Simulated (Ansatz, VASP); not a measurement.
## Two plane-wave programs on Hf

INCAR

```
SYSTEM = Hf
  PREC = Accurate
  ENCUT = 520
  EDIFF = 1E-8
  ISMEAR = -1
  SIGMA = 0.05
  LREAL = .False.
  LASPH = .True.
  NELM = 100
  ALGO = Normal
  ISIF = 2
  LWAVE = .False.
  LCHARG = .False.
  GGA = PE
  LEFG = .True.
  NBANDS = 17
```

The input KPOINTS:

```
Automatic mesh
0
Gamma
  11 11 6
  0 0 0
```

File POSCAR:

```
Hf
1.0
    3.1967000000      0.0000000000      0.0000000000
   -1.5983500000      2.7684234083      0.0000000000
    0.0000000000      0.0000000000      5.0578000000
Hf
2
Direct
    0.3333333333      0.6666666667      0.2500000000
    0.6666666667      0.3333333333      0.7500000000
```

Input for Ansatz:

```yaml
crystal:
  lattice:
    - [3.1967, 0.0, 0.0]
    - [-1.59835, 2.7684234083, 0.0]
    - [0.0, 0.0, 5.0578]
  atoms:
    - { symbol: Hf, position: [0.3333333333, 0.6666666667, 0.25] }
    - { symbol: Hf, position: [0.6666666667, 0.3333333333, 0.75] }
kpoints:
  mp_grid: { grid: [11, 11, 6] }
scf:
  occupations: { method: fermi_dirac, width: 0.05 }
hamiltonian:
  xc: pbe
  pseudopotentials: { kind: paw }
output:
  forces: true
  stress: true
  populations: true
  efg: { quadrupole_moments_barn: { Hf: 3.365 }, contact_densities: true }
```

Alike in both runs: task electric field gradients; functional PBE; k mesh 11 × 11 × 6; occupations fermi-dirac, width 0.05 eV; no spin polarisation.

```csv
,VASP,Ansatz
version,VASP 6.6.1,Ansatz 0.2.0
potentials or method,"VASP PAW PBE potentials, release 64 (Hf_pv)","plane-wave PAW, scalar-relativistic"
plane-wave cutoff (eV),520,420
valence electrons in the cell,20,52
```

Ansatz gave:

```
pressure (GPa)                                                 : 0.9
largest component of the traceless stress (GPa)                : 0.11
Vzz of the field gradient on the site that differs most (V/Å²) : 88.6
```

Q: Estimate VASP's values.

A: Pressure (GPa): 0.5; largest component of the traceless stress (GPa): 0.04; Vzz of the field gradient on the site that differs most (V/Å²): 79.6.

The two sets of potentials don't hold the same shells in valence. Ansatz warned: «gradients_without_spin_orbit».

The runs have no spin-orbit coupling, so splittings on Hf are missing.
